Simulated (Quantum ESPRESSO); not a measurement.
BN under changes of volume

One of the cells (9.145 Å³/atom); the others are scaled copies at fixed shape and fractional positions:

```xyz
2
Lattice="1.2511 0.7223 3.3729 -1.2511 0.7223 3.3729 0.0000 -1.4447 3.3729" Properties=species:S:1:pos:R:3 pbc="T T T"
N     0.0000    0.0000    6.7517
B     0.0000    0.0000    0.0033
```

The cell is a database's computed one.

* Program: Quantum ESPRESSO 7.5
* Functional: LDA
* Potentials or basis: GBRV 1.5 LDA
* Cutoff: 612 eV
* Density cutoff: 4898 eV
* k mesh: 12 × 12 × 12
* Occupations: fermi-dirac, width 0.05 eV
* Spin: no spin polarisation

```tsv
volume (Å³/atom)	energy over the lowest point (meV/atom)	pressure (GPa)	gap on the mesh (eV)
8.596	16.24	12.8	4.17
8.779	4.89	6.9	4.14
8.962	0.00	1.5	4.12
9.145	?	?	?
9.328	7.38	-7.9	4.08
9.510	18.66	-12.0	4.05
9.693	34.40	-15.7	4.03
```

**Question.** What does the run at 9.145 Å³/atom give?

**Answer.** Energy over the lowest point 1.00 meV/atom; pressure -3.4 GPa; gap on the mesh 4.10 eV.

Worked out: A Birch-Murnaghan fit of order 3 (a polynomial in V^(-2/3)) to the other rows has its minimum at 9.02 Å³/atom with B0 = V·E''(V) = 247 GPa and B' = 3.5 at fixed shape and positions, which overstates the stiffness. It gives 1.01 meV/atom at 9.145 Å³/atom, against the run's 1.00, and -dE/dV = -3.3 GPa, against -3.4. A straight line through the other rows of the gap, of slope -1.14 eV per unit of ln V, gives 4.10 eV, against the run's 4.10.

Energies are extrapolated to zero smearing.

A mesh can miss the band edges.
